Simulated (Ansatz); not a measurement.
Ti3Al: rattling a relaxed structure

It was relaxed at this level from a Materials Project cell.

Level of theory: DFT PBE, scalar-relativistic, plane waves, PAW in Ansatz. Plane waves to 420 eV, a k mesh through Γ of 18×18×6 on the computed 4-atom cell and Gaussian smearing (0.10 eV); no spin polarisation.

The cell below (4 atoms, space group P-6m2 (No. 187)) is relaxed within its symmetry.

```
CELL_PARAMETERS angstrom
2.93001 0.00000 0.00000
-1.46501 2.53746 0.00000
0.00000 0.00000 9.23206
ATOMIC_POSITIONS crystal
Ti 0.66667 0.33333 0.00000
Ti 0.33333 0.66667 0.75046
Ti 0.33333 0.66667 0.24954
Al 0.66667 0.33333 0.50000
```

For the test a repeat of it with 8 atoms (edges 2.93, 2.93, 18.46 Å) was strained at random (σ = 1.5 % a component), the atoms were moved at random (σ = 0.05 Å), and all was relaxed again on a coarse 12×12×2 mesh (in the run’s order of axes) with 0.20 eV smearing, with no symmetry imposed.

Question: Is the structure stable against such a distortion?

Answer: It returns, within 1 meV/atom of the unmoved cell on that mesh and with the same symmetry when read at 0.1 Å. No instability shows in this cell; modes of other wave vectors, which need another repeat, aren't tested. Another cell of Ti3Al relaxed alike, in P6_3/mmc (a cell as deposited in COD), lies 151 meV/atom lower, so this cell isn't the stable form at this level.
